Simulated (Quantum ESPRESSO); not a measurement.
The system is Bi.

```
Bi
1.0
    -1.98143    1.98143    1.98143
     1.98143   -1.98143    1.98143
     1.98143    1.98143   -1.98143
Bi
1
Cartesian
  0.0000 0.0000 0.0000
```

This isn't the form of Bi at room conditions, which is rhombohedral.

Base run:

* Program: Quantum ESPRESSO 7.5
* Functional: LDA
* Potentials or basis: SG15 PBE 1.2
* Cutoff: 898 eV
* Density cutoff: 3592 eV
* k mesh: 9 × 9 × 9
* Occupations: fermi-dirac, width 0.05 eV
* Spin: no spin polarisation

Its results: band gap on the k mesh none (metal or under the smearing width); pressure -3.2 GPa.

**Question.** The run is repeated on the same cell with these changes: functional from LDA to WC. What comes out?

**Answer.** Band gap on the k mesh none (metal or under the smearing width); pressure -1.7 GPa.

WC binds less tightly than LDA, so the same cell stands under more pressure.

Caveats: the potentials were made for another functional, which shifts forces and pressure; spin-orbit coupling is left out, which moves the levels of the heavy elements.
